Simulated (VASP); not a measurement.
# AlN (P6_3mc) in VASP: further runs

The runs below take AlN through relaxation of cell and atoms, with BLYP, AM05, PW91, r2SCAN.

All numbers are computed with VASP 6.6.1; they aren't measurements. Logs are shortened: lines on timing, memory, paths and dates and some standing lists are left out, and cuts for length are marked.

## Step 1: Starting point

The structure is hexagonal, space group P6_3mc (No. 186). The conventional cell has a = 3.113 Å, b = 3.113 Å, c = 4.981 Å, α = 90.00°, β = 90.00°, γ = 120.00°. Al (site symmetry 3m) is surrounded by 4 N at 1.89 Å. N (site symmetry 3m) is surrounded by 4 Al at 1.89 Å.

## Step 2: Relaxation of cell and atoms, BLYP

INCAR

```
AGGAC = 1.0
AGGAX = 1.0
ALDAC = 0.0
ALDAX = 1.0
ALGO = Normal
EDIFF = 1E-7
EDIFFG = -0.02
ENCUT = 600
GGA = B5
IBRION = 2
ISIF = 3
ISMEAR = -1
LASPH = T
LCHARG = F
LREAL = F
LWAVE = F
NELM = 100
NSW = 40
PREC = Accurate
SIGMA = 0.05
```

KPOINTS

```
k-points
0
Gamma
  7 7 5
```

POSCAR

```
AlN
1.0
    3.1130000000      0.0000000000      0.0000000000
   -1.5565000000      2.6959370820      0.0000000000
    0.0000000000      0.0000000000      4.9810000000
Al N
2 2
Direct
    0.6666666667      0.3333333333      0.5000000000
    0.3333333333      0.6666666667      0.0000000000
    0.6666666667      0.3333333333      0.8800000000
    0.3333333333      0.6666666667      0.3800000000
```

Potentials or basis: VASP PAW PBE potentials, release 64 (Al, N).

On the command line:

```bash
> cat potpaw_PBE.64/Al/POTCAR potpaw_PBE.64/N/POTCAR > POTCAR
> mpirun -np 1 vasp_std > vasp.out
```

OUTCAR:

```text
EDIFF = 1E-7
   EDIFFG = -0.02
   ENCUT = 600
   GGA = B5
   IBRION = 2
   ISIF = 3
   ISMEAR = -1
   LASPH = T
   LREAL = F
   NELM = 100
   NSW = 40
   PREC = Accurate

 ion  position               nearest neighbor table
   1  0.667  0.333  0.500-   3 1.89   4 1.89   4 1.89   4 1.89   2 3.07   2 3.07   2 3.07   2 3.07
                             2 3.07   2 3.07
   2  0.333  0.667  0.000-   4 1.89   3 1.89   3 1.89   3 1.89   1 3.07   1 3.07   1 3.07   1 3.07
                             1 3.07   1 3.07
   3  0.667  0.333  0.880-   1 1.89   2 1.89   2 1.89   2 1.89
   4  0.333  0.667  0.380-   2 1.89   1 1.89   1 1.89   1 1.89

  LATTYP: Found a hexagonal cell.
 ALAT       =     3.1130000000
 C/A-ratio  =     1.6000642467

  Lattice vectors:

 A1 = (   3.1130000000,   0.0000000000,   0.0000000000)
 A2 = (  -1.5565000000,   2.6959370820,   0.0000000000)
 A3 = (   0.0000000000,   0.0000000000,   4.9810000000)

Analysis of symmetry for initial positions (statically):
=====================================================================
 Subroutine PRICEL returns:
 Original cell was already a primitive cell.

 Routine SETGRP: Setting up the symmetry group for a
 hexagonal supercell.

 Subroutine GETGRP returns: Found 12 space group operations
 (whereof  6 operations were pure point group operations)
 out of a pool of 24 trial point group operations.

The static configuration has the point symmetry C_3v.
 The point group associated with its full space group is C_6v.

Analysis of symmetry for dynamics (positions and initial velocities):
=====================================================================
 Subroutine PRICEL returns:
 Original cell was already a primitive cell.

 Routine SETGRP: Setting up the symmetry group for a
 hexagonal supercell.

 Subroutine GETGRP returns: Found 12 space group operations
 (whereof  6 operations were pure point group operations)
 out of a pool of 24 trial point group operations.

The dynamic configuration has the point symmetry C_3v.
 The point group associated with its full space group is C_6v.

 Subroutine INISYM returns: Found 12 space group operations
 (whereof  6 operations are pure point group operations),
 and found     1 'primitive' translations

----------------------------------------------------------------------------------------

                                     Primitive cell

  volume of cell :      41.8028

  direct lattice vectors                    reciprocal lattice vectors
     3.113000000  0.000000000  0.000000000     0.321233537  0.185464269  0.000000000
    -1.556500000  2.695937082  0.000000000     0.000000000  0.370928538  0.000000000
     0.000000000  0.000000000  4.981000000     0.000000000  0.000000000  0.200762899

  length of vectors
     3.113000000  3.113000000  4.981000000     0.370928538  0.370928538  0.200762899

  position of ions in fractional coordinates (direct lattice)
     0.666666667  0.333333333  0.500000000
     0.333333333  0.666666667  0.000000000
     0.666666667  0.333333333  0.880000000
     0.333333333  0.666666667  0.380000000

  ion indices of the primitive-cell ions
   primitive index   ion index
                 1           1
                 2           2
                 3           3
                 4           4

----------------------------------------------------------------------------------------

 KPOINTS: k-points

Automatic generation of k-mesh.
 Grid dimensions read from file:
 generate k-points for:    7    7    5

 Generating k-lattice:

  Cartesian coordinates                     Fractional coordinates (reciprocal lattice)
     0.045890505  0.026494896  0.000000000     0.142857143  0.000000000  0.000000000
     0.000000000  0.052989791  0.000000000     0.000000000  0.142857143  0.000000000
     0.000000000  0.000000000  0.040152580     0.000000000  0.000000000  0.200000000

  Length of vectors
     0.052989791  0.052989791  0.040152580

  Shift w.r.t. Gamma in fractional coordinates (k-lattice)
     0.000000000  0.000000000  0.000000000

 Subroutine IBZKPT returns following result:
 ===========================================

 Found     24 irreducible k-points:

 Following reciprocal coordinates:
            Coordinates               Weight
  0.000000  0.000000  0.000000      1.000000
  0.142857  0.000000  0.000000      6.000000
  0.285714  0.000000  0.000000      6.000000
  0.428571  0.000000  0.000000      6.000000
  0.142857  0.142857  0.000000      6.000000
  0.285714  0.142857  0.000000     12.000000
[... 16 lines left out ...]
  0.428571  0.142857  0.400000     12.000000
  0.285714  0.285714  0.400000     12.000000
   k-points           NKPTS =     24   k-points in BZ     NKDIM =     24   number of bands    NBANDS=     12
   number of dos      NEDOS =    301   number of ions     NIONS =      4
   total plane-waves  NPLWV =  31360
   dimension x,y,z NGX =    28 NGY =   28 NGZ =   40
   dimension x,y,z NGXF=    56 NGYF=   56 NGZF=   80
   ions per type =               2   2
   NGX,Y,Z   is equivalent  to a cutoff of  14.95, 14.95, 13.35 a.u.
   NGXF,Y,Z  is equivalent  to a cutoff of  29.91, 29.91, 26.70 a.u.
 SYSTEM =  unknown system
   PREC   = accura    normal or accurate (medium, high low for compatibility)
   ISTART =      0    job   : 0-new  1-cont  2-samecut
   ICHARG =      2    charge: 1-file 2-atom 10-const
   ISPIN  =      1    spin polarized calculation?
   LNONCOLLINEAR =      F non collinear calculations
   LSORBIT =      F    spin-orbit coupling
   LASPH  =      T    aspherical Exc in radial PAW
   ENCUT  =  600.0 eV  44.10 Ry    6.64 a.u.   6.22  6.22  9.95*2*pi/ulx,y,z
   NELM   =    100;   NELMIN=  2; NELMDL= -5     # of ELM steps
   EDIFF  = 0.1E-06   stopping-criterion for ELM
   LREAL  =      F    real-space projection
   EDIFFG = -.2E-01   stopping-criterion for IOM
   NSW    =     40    number of steps for IOM
   IBRION =      2    ionic relax: 0-MD 1-quasi-New 2-CG
   NFREE  =      1    steps in history (QN), initial steepest desc. (CG)
   ISIF   =      3    stress and relaxation
   ISYM   =      2    0-nonsym 1-usesym 2-fastsym
   POTIM  = 0.5000    time-step for ionic-motion
   TEBEG  =    0.0;   TEEND  =   0.0 temperature during run
   PSTRESS=    0.0 pullay stress
   NELECT =      16.0000    total number of electrons
   NUPDOWN=      -1.0000    fix difference up-down
   EMIN   =  10.00;   EMAX   =-10.00  energy-range for DOS
   EFERMI =   0.00;   METHOD = LEGACY
   ISMEAR =    -1;   SIGMA  =   0.05  broadening in eV -4-tet -1-fermi 0-gaus
   EFERMI_NEDOS =   21; number of points for ismear=-14 and -15
   IALGO  =     38    algorithm
   IMIX   =      4    mixing-type and parameters
     AMIX     =   0.40;   BMIX     =  1.00
     AMIX_MAG =   1.60;   BMIX_MAG =  1.00
  volume/ion in A,a.u.               =      10.45        70.52
  Fermi-wavevector in a.u.,A,eV,Ry     =   1.188629  2.246183 19.222843  1.412839
  Thomas-Fermi vector in A             =   2.324754
   LORBIT       =      0    0 simple, 1 ext, 2 COOP (PROOUT), +10 PAW based schemes
   GGA     = B5    functional components
   LHFCALC =     F    Hartree Fock is set to
   AEXX    =    0.0000 exact exchange contribution
   IVDW    =     0    specifies the selected vdW correction
   LEPSILON=     F    determine dielectric tensor
   LRPA    =     F    only Hartree local field effects (RPA)
 conjugate gradient relaxation of ions
 non-spin polarized calculation
  energy-cutoff  :      600.00
  volume of cell :       41.80
 maximum number of plane-waves:      1418
 NGX is ok and might be reduce to    28
   NGX = 13   NGY = 13   NGZ = 19

--------------------------------------- Ionic step        1  -------------------------------------------

 number of electron      16.0000000 magnetization

 Free energy of the ion-electron system (eV)
  ---------------------------------------------------
  ext. energy  EPLUGINS =         0.00000000
  ---------------------------------------------------
  free energy    TOTEN  =       -27.85229479 eV

  energy without entropy =      -27.85229479  energy(sigma->0) =      -27.85229479

------------------------ aborting loop because EDIFF is reached ----------------------------------------

  FORCE on cell =-STRESS in cart. coord.  units (eV):
  Direction    XX          YY          ZZ          XY          YZ          ZX
  --------------------------------------------------------------------------------------
  -------------------------------------------------------------------------------------
  Total        1.6139388      1.6139388      2.1708642      0.0000000      0.0000000     -0.0000000
  in kB       61.8574808     61.8574808     83.2027782      0.0000000      0.0000000     -0.0000000
  external PRESSURE =      68.9725799 kB  Pullay stress =       0.0000000 kB

 VOLUME and BASIS-vectors are now :
 -----------------------------------------------------------------------------
  energy-cutoff  :      600.00
  volume of cell :       41.80
      direct lattice vectors                 reciprocal lattice vectors
     3.113000000  0.000000000  0.000000000     0.321233537  0.185464269  0.000000000
    -1.556500000  2.695937082  0.000000000     0.000000000  0.370928538  0.000000000
     0.000000000  0.000000000  4.981000000     0.000000000  0.000000000  0.200762899
[... 39 lines left out ...]
 POSITION                                       TOTAL-FORCE (eV/Angst)
 -----------------------------------------------------------------------------------
      1.58680      0.91614      2.55001        -0.000000      0.000000      0.102417
     -0.00000      1.83228      5.10571        -0.000000      0.000000      0.102417
      1.58680      0.91614      4.50374         0.000000     -0.000000     -0.102417
     -0.00000      1.83228      1.94803         0.000000     -0.000000     -0.102417
 -----------------------------------------------------------------------------------
    total drift:                               -0.000000      0.000000     -0.000137

  FREE ENERGIE OF THE ION-ELECTRON SYSTEM (eV)
  ---------------------------------------------------
  free  energy   TOTEN  =       -27.8617134125 eV

  energy  without entropy=      -27.8617134125  energy(sigma->0) =      -27.86171341

--------------------------------------- Ionic step        3  -------------------------------------------

 number of electron      15.9999999 magnetization

 Free energy of the ion-electron system (eV)
  ---------------------------------------------------
  ext. energy  EPLUGINS =         0.00000000
  ---------------------------------------------------
  free energy    TOTEN  =       -27.88433185 eV

  energy without entropy =      -27.88433185  energy(sigma->0) =      -27.88433185

 E-fermi :   7.1393     XC(G=0): -10.1334

 val. band max:        6.1991241590   @ k =   0.0000   0.0000   0.0000
 cond. band min:      10.3801309053   @ k =   0.0000   0.0000   0.0000
 fundamental gap:      4.1810067463
 Fermi energy:         7.1392594380

 k-point     1 :       0.0000    0.0000    0.0000
  band No.  band energies     occupation
      1      -8.6611      2.00000
      2      -6.6647      2.00000
      3       0.4974      2.00000
      4       5.3893      2.00000
      5       5.3893      2.00000
      6       6.0159      2.00000
      7       6.0159      2.00000
      8       6.1991      2.00000
      9      10.3801      0.00000
     10      12.7564      0.00000
     11      16.7407      0.00000
     12      17.2411      0.00000

 k-point     2 :       0.1429    0.0000    0.0000
  band No.  band energies     occupation
      1      -8.4172      2.00000
      2      -6.5301      2.00000
      3       0.7907      2.00000
      4       4.3432      2.00000
      5       5.0318      2.00000
      6       5.1009      2.00000
      7       5.9571      2.00000
      8       6.0818      2.00000
      9      11.3750      0.00000
     10      13.6325      0.00000
     11      15.7834      0.00000
     12      16.0977      0.00000
[... 350 lines left out ...]
 POSITION                                       TOTAL-FORCE (eV/Angst)
 -----------------------------------------------------------------------------------
      1.57275      0.90803      2.52239        -0.000000      0.000000      0.018123
     -0.00000      1.81606      5.04787        -0.000000      0.000000      0.018123
      1.57275      0.90803      4.44793         0.000000     -0.000000     -0.018123
     -0.00000      1.81606      1.92245         0.000000     -0.000000     -0.018123
 -----------------------------------------------------------------------------------
    total drift:                               -0.000000      0.000000      0.000267

  FREE ENERGIE OF THE ION-ELECTRON SYSTEM (eV)
  ---------------------------------------------------
  free  energy   TOTEN  =       -27.8843318544 eV

  energy  without entropy=      -27.8843318543  energy(sigma->0) =      -27.88433185

 reached required accuracy - stopping structural energy minimisation
```

Run time: 50 s. Hardware: 1 thread of Intel Xeon Platinum 8375C at 2.90GHz (Ice Lake), shared host; peak memory 0.17 GiB.

Results:

* Free energy: -27.8843 eV
* Relaxed volume: 10.82 Å³/atom
* Relaxed cell: a = 3.146 Å, b = 3.146 Å, c = 5.051 Å, α = 90.00°, β = 90.00°, γ = 120.00°
* Space group after relaxing (to 0.05 Å): P6_3mc (No. 186)
* Energy gained by relaxing: 8.0 meV/atom
* Ionic steps: 3
* Pressure after relaxing: 0.0 GPa
* Largest force after relaxing: 0.018 eV/Å
* Band gap on the k mesh: 4.18 eV, direct

Forces in eV/Å, atoms in the order of the input:
```
Al   0.000  0.000  0.018
Al   0.000  0.000  0.018
N    0.000  0.000 -0.018
N    0.000  0.000 -0.018
```

Stress tensor (GPa, compression positive):
```
-0.12  0.00  0.00
 0.00 -0.12  0.00
 0.00  0.00  0.16
```

The path:
```csv
step,energy change (eV),largest force (eV/Å),pressure (GPa),volume (Å³)
1,0.0000,0.1151,6.90,41.80
2,-0.0094,0.1024,-5.21,44.58
3,-0.0320,0.0181,-0.03,43.28
```

Final structure:
```xyz
4
Lattice="3.1455 0.0000 0.0000 -1.5728 2.7241 0.0000 0.0000 0.0000 5.0510" Properties=species:S:1:pos:R:3 pbc="T T T"
Al    1.5728    0.9080    2.5224
Al    0.0000    1.8161    5.0479
N     1.5728    0.9080    4.4479
N     0.0000    1.8161    1.9225
```

Levels at points of the mesh, in eV from the valence-band top:
```csv
k point,band 5,band 6,band 7,band 8,band 9,band 10,band 11,band 12
"(0.00, 0.00, 0.00)",-0.81,-0.18,-0.18,0.00,4.18,6.56,10.54,11.04
```

Caveat: the PAW data sets were made with another functional, which shifts forces and pressure a little.

(Continued in part 2 of 3.)
